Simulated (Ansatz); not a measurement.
Molecular dynamics on a 2×2×1 supercell (12 atoms) of HfS2 (P-3m1), relaxed with r2SCAN+rVV10. Forces come from r2SCAN in Ansatz: Langevin thermostat and barostat (NPT), 1000 K, steps of 1.5 fs. Classical nuclei, no spin polarisation; a few dozen steps show the first response, not equilibrium.

```yaml
crystal:
  lattice:
    - [7.2604900856, 0.0, 0.0]
    - [-3.6302450428, 6.287768858, 0.0]
    - [0.0, 0.0, 5.8787063126]
  atoms:
    - { symbol: Hf, position: [0.0, 0.0, 0.0] }
    - { symbol: S, position: [0.3333333333, 0.1666666667, 0.7553800783] }
    - { symbol: S, position: [0.1666666667, 0.3333333333, 0.2446199217] }
    - { symbol: Hf, position: [0.0, 0.5, 0.0] }
    - { symbol: S, position: [0.3333333333, 0.6666666667, 0.7553800783] }
    - { symbol: S, position: [0.1666666667, 0.8333333333, 0.2446199217] }
    - { symbol: Hf, position: [0.5, 0.0, 0.0] }
    - { symbol: S, position: [0.8333333333, 0.1666666667, 0.7553800783] }
    - { symbol: S, position: [0.6666666667, 0.3333333333, 0.2446199217] }
    - { symbol: Hf, position: [0.5, 0.5, 0.0] }
    - { symbol: S, position: [0.8333333333, 0.6666666667, 0.7553800783] }
    - { symbol: S, position: [0.6666666667, 0.8333333333, 0.2446199217] }
kpoints:
  mp_grid: { grid: [3, 3, 2] }
hamiltonian:
  xc: r2scan
scf:
  occupations: { method: fermi_dirac, width: 0.086 }
md:
  ensemble: npt_langevin
  temperature: 1000
  timestep: 1.5
  n_steps: 20
  initial_velocities: maxwell_boltzmann
  seed: 3964
```

Run as `ansatz run input.yaml --threads 4 --pin off --max-ram 5529MiB --backend cpu --events-out ev --progress --plain --runs-dir out`. Wall time 4.6 min on 4 threads of Arm Neoverse V2, on a shared host; peak host memory 1.6 GiB.

| step | t (fs) | T (K) | free energy F from step 0 (meV/atom) | kinetic energy (meV/atom) | pressure (GPa) | volume (Å³/atom) | largest force (eV/Å) |
| --- | --- | --- | --- | --- | --- | --- | --- |
| 0 | 0 | 917 | 0.0 | 118.5 | 1.64 | 22.36 | 0.05 |
| 1 | 1.5 | 861 | 0.6 | 111.2 | 1.36 | 22.37 | 0.28 |
| 2 | 3 | 871 | 2.2 | 112.5 | 1.08 | 22.39 | 0.51 |
| 3 | 4.5 | 893 | 4.9 | 115.4 | 0.81 | 22.40 | 0.74 |
| 4 | 6 | 871 | 8.5 | 112.6 | 0.53 | 22.42 | 0.95 |
| 5 | 7.5 | 844 | 12.8 | 109.1 | 0.27 | 22.43 | 1.15 |
| 6 | 9 | 862 | 17.9 | 111.4 | 0.06 | 22.45 | 1.33 |
| 7 | 10.5 | 868 | 23.7 | 112.2 | -0.13 | 22.48 | 1.50 |
| 8 | 12 | 799 | 29.9 | 103.3 | -0.33 | 22.50 | 1.65 |
| 9 | 13.5 | 726 | 36.3 | 93.8 | -0.47 | 22.51 | 1.76 |
| 10 | 15 | 680 | 42.6 | 87.9 | -0.58 | 22.53 | 1.85 |
| 11 | 16.5 | 526 | 48.6 | 68.0 | -0.77 | 22.55 | 1.93 |
| 12 | 18 | 414 | 53.8 | 53.6 | -0.94 | 22.57 | 2.00 |
| 13 | 19.5 | 416 | 58.5 | 53.8 | -1.04 | 22.60 | 2.05 |
| 14 | 21 | 406 | 62.6 | 52.5 | -1.07 | 22.62 | 2.07 |
| 15 | 22.5 | 380 | 66.1 | 49.1 | -1.01 | 22.62 | 2.07 |
| 16 | 24 | 381 | 69.0 | 49.3 | -0.85 | 22.61 | 2.05 |
| 17 | 25.5 | 368 | 71.5 | 47.6 | -0.65 | 22.59 | 2.13 |
| 18 | 27 | 340 | 72.7 | 43.9 | -0.40 | 22.56 | 2.21 |
| 19 | 28.5 | 328 | 72.7 | 42.3 | -0.10 | 22.52 | 2.28 |
| 20 | 30 | 429 | 71.8 | 55.4 | 0.31 | 22.48 | 2.31 |

The temperature starts at 917 K, is lowest at step 19 (328 K, 28.5 fs) and ends at 429 K. The thermostat hasn't had time to restore it. The atoms start on their lattice sites with kinetic energy alone, so much of it first passes into potential energy.

Positions (Å) and forces (eV/Å) at step 20:
```
cell (Å): 7.273 0.000 0.000; -3.636 6.299 0.000; 0.000 0.000 5.889
Hf   0.044   0.083   0.013    -0.286  -1.597   0.078
S    1.870   1.187   4.567    -0.290  -1.155  -1.343
S    0.034   2.113   1.489    -0.242   0.077  -0.299
Hf  -1.820   3.006  -0.049    -0.939   1.222   0.499
S    0.103   4.300   4.520    -0.612  -1.012  -0.349
S   -1.804   5.295   1.513    -0.273  -0.155  -0.940
Hf   3.591  -0.023   0.026     0.516   0.175   1.577
S    5.303   1.033   4.398     1.235   0.230   0.291
S    3.747   2.080   1.635    -0.196   0.365  -1.684
Hf   1.807   3.125   0.029     1.054   1.688   1.183
S    3.626   4.134   4.391     0.462   0.529   1.095
S    1.926   5.346   1.433    -0.429  -0.367  -0.109
```
